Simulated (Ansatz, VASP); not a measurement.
# GaN: VASP beside Ansatz

```
Ga N
1.0
     3.23002    0.00000    0.00000
    -1.61501    2.79728    0.00000
     0.00000    0.00000    5.14788
Ga N
2 2
Direct
  0.33333 0.66667 0.99738
  0.66667 0.33333 0.49738
  0.33333 0.66667 0.37762
  0.66667 0.33333 0.87762
```

Alike in both runs: functional PBEsol; k mesh 9 × 9 × 5; occupations gaussian, width 0.02 eV; no spin polarisation.

Ansatz relaxed the structure, and its values are those at the end. VASP's run is a single point on that final structure, the one shown.

|  | VASP | Ansatz |
| --- | --- | --- |
| version | VASP 6.6.1 | Ansatz 0.2.0 |
| potentials or method | VASP PAW PBE potentials, release 64 (Ga_d, N) | scalar-relativistic, plane waves, PAW |
| plane-wave cutoff (eV) | 520 | 420 |
| valence electrons in the cell | 36 | 36 |

```csv
,VASP,Ansatz,Ansatz less VASP
gap on the k mesh at the Fermi level (eV),1.73,1.71,-0.016
least direct gap on the mesh (eV),1.73,1.71,-0.016
pressure (GPa),-4.3,-4.0,+0.30
```

Caveats: the PAW data sets were made with another functional, which shifts forces and pressure a little (VASP).
